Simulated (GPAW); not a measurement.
Crystal: MgSi.

```xyz
2
Lattice="2.9084 0.0000 0.0000 0.0000 2.9084 0.0000 0.0000 0.0000 4.1034" Properties=species:S:1:pos:R:3 pbc="T T T"
Si    1.4542    1.4542    2.0517
Mg    0.0000    0.0000    0.0000
```

The cell comes from a database or a generator and needn't be the stable form of this composition.

Base run:

```yaml
Program: GPAW 26.7.0
Functional: PBEsol
Potentials_or_basis: PAW data sets generated in the run's folder for this functional
Cutoff: 800 eV
Basis: pw
k_mesh: 9 × 9 × 7
Occupations: fermi-dirac, width 0.05 eV
Spin: no spin polarisation
```

Its results: pressure -1.4 GPa.

The run is repeated on the same cell with these changes: k mesh from 9 × 9 × 7 to 7 × 7 × 5. What comes out?

Pressure -2.1 GPa.

Not every run made on this cell is shown here.
